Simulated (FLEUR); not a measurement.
BaTiO3:

```
Ba Ti O
1.0
     3.99980    0.00000    0.00000
     0.00000    3.99980    0.00000
     0.00000    0.00000    4.01800
Ba Ti O
1 1 3
Direct
  0.00000 0.00000 0.00000
  0.50000 0.50000 0.49000
  0.00000 0.50000 0.51700
  0.50000 0.00000 0.51700
  0.50000 0.50000 0.01900
```

Base run:

```yaml
Program: FLEUR MaX-R8.1 (patched build s14)
Functional: PBEsol
Potentials_or_basis: all-electron
Basis: FLAPW
Kmax: 4.86 1/bohr
k_mesh: 7 × 7 × 7
Occupations: fermi-dirac, width 0.05 eV
Spin: no spin polarisation
```

Its results: band gap on the k mesh 1.88 eV, indirect (least direct gap 2.04 eV).

Q: The run is repeated on the same cell with these changes: functional from PBEsol to RPBE. What comes out?

A: Band gap on the k mesh 2.03 eV, indirect (least direct gap 2.20 eV).

Caveats: spin-orbit coupling is left out, which moves the levels of the heavy elements; the mesh misses the band edges, which the band path finds closer together.
